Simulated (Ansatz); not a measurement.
A run of Ansatz 0.2.0 is set up as follows.

Contents of input:

```
crystal:
  lattice:
    - [2.96948591, 0.0, 0.0]
    - [-1.48474296, 2.57165023, 0.0]
    - [0.0, 0.0, 2.89807113]
  atoms:
    - { symbol: Mn, position: [0.0, 0.0, 0.0], spin: 4.0 }
    - { symbol: O, position: [0.6666666667, 0.3333333333, 0.5] }
hamiltonian:
  xc: { exchange: pbe, correlation: pbe, exx: { coeff: 0.25, omega: 0.3 } }
  pseudopotentials: { kind: paw }
magnetization:
  spin_polarized: true
kpoints:
  mp_grid: { grid: [5, 5, 5] }
  band_path:
    path:
      - [[0.0, 0.0, 0.0], [0.5, 0.0, 0.0], [0.3333333333, 0.3333333333, 0.0], [0.0, 0.0, 0.0], [0.0, 0.0, 0.5], [0.5, 0.0, 0.5], [0.3333333333, 0.3333333333, 0.5], [0.0, 0.0, 0.5]]
      - [[0.5, 0.0, 0.5], [0.5, 0.0, 0.0]]
      - [[0.3333333333, 0.3333333333, 0.0], [0.3333333333, 0.3333333333, 0.5]]
    npoints: 4
scf:
  occupations: { method: fermi_dirac, width: 0.05 }
  n_extra_bands: 6
output:
  forces: true
  stress: true
  eigenvalues: true
  fatbands: false
  write_density: true
  write_potential: true
  elf: true
  volumetric_format: npy
```

Task: Estimate the band gap on the k mesh.

Result: 1.05 eV, indirect (least direct gap 1.88 eV).

Task: Predict the net moment.

Result: 5.00 μB per cell.

Levels at the corners of the path, in eV from the valence-band top:
Spin up:
```csv
point,band 9,band 10,band 11,band 12,band 13,band 14,band 15,band 16,band 17
Γ,-3.26,-2.95,-2.95,-0.94,-0.94,0.94,14.83,16.69,16.69
M,-3.74,-3.10,-2.35,-2.30,-0.33,5.68,9.42,15.03,17.10
K,-3.44,-3.34,-3.09,-2.62,0.00,8.51,10.02,10.56,19.44
Γ,-3.26,-2.95,-2.95,-0.94,-0.94,0.94,14.83,16.69,16.69
A,-3.87,-3.87,-2.44,-0.96,-0.96,7.24,7.27,21.27,21.61
L,-3.13,-2.71,-2.35,-2.15,-0.03,5.79,11.52,12.03,14.41
H,-3.82,-2.90,-2.48,-1.32,0.00,6.13,8.97,12.86,14.29
A,-3.87,-3.87,-2.44,-0.96,-0.96,7.24,7.27,21.27,21.61
L,-3.13,-2.71,-2.35,-2.15,-0.03,5.79,11.52,12.03,14.41
M,-3.74,-3.10,-2.35,-2.30,-0.33,5.68,9.42,15.03,17.10
K,-3.44,-3.34,-3.09,-2.62,0.00,8.51,10.02,10.56,19.44
H,-3.82,-2.90,-2.48,-1.32,0.00,6.13,8.97,12.86,14.29
```
Spin down:
```tsv
point	band 6	band 7	band 8	band 9	band 10	band 11
Γ	-2.66	-2.55	-2.55	1.54	3.50	5.34
M	-6.39	-2.96	-2.75	2.37	5.38	5.51
K	-5.27	-4.94	-2.95	3.82	4.69	4.83
Γ	-2.66	-2.55	-2.55	1.54	3.50	5.34
A	-7.09	-2.11	-2.11	4.12	4.12	5.11
L	-5.52	-5.19	-3.24	2.92	5.22	6.02
H	-5.38	-5.07	-3.99	3.49	5.39	6.31
A	-7.09	-2.11	-2.11	4.12	4.12	5.11
L	-5.52	-5.19	-3.24	2.92	5.22	6.02
M	-6.39	-2.96	-2.75	2.37	5.38	5.51
K	-5.27	-4.94	-2.95	3.82	4.69	4.83
H	-5.38	-5.07	-3.99	3.49	5.39	6.31
```

Caveat: the k mesh is coarse (spacing up to 0.49 Å⁻¹), so the values aren't converged, least of all with exact exchange; the magnetic or orbital state may not be the lowest; the k mesh misses the band edges, so the gap on the mesh is wider than the one along the path; a cell with one magnetic atom can't hold antiferromagnetic order, which such compounds often take.
